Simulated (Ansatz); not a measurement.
Tc:

```xyz
2
Lattice="2.7400 0.0000 0.0000 -1.3700 2.3729 0.0000 0.0000 0.0000 4.3980" Properties=species:S:1:pos:R:3 pbc="T T T"
Tc    1.3700    0.7910    3.2985
Tc    0.0000    1.5819    1.0995
```

Base run:

| Quantity | Value |
| --- | --- |
| Program | Ansatz 0.2.0 |
| Functional | PBE |
| Potentials or basis | Ansatz PAW earlier set |
| Cutoff | 500 eV |
| Density cutoff | 2000 eV |
| k mesh | 11 × 11 × 6 |
| Occupations | gaussian, width 0.1 eV |
| Spin | no spin polarisation |

Its results: band gap on the k mesh none (metal or under the smearing width); pressure 2.9 GPa.

The run is repeated on the same cell with these changes: functional from PBE to r2SCAN; occupations from gaussian, width 0.1 eV to tetrahedron. What comes out?

Band gap on the k mesh none (metal or under the smearing width); pressure -2.1 GPa.

Caveats: the PAW data sets come from PBE, with cores solved anew for the run's functional, which leaves a small shift of forces and pressure (some runs).

Not every run made on this cell is shown here.
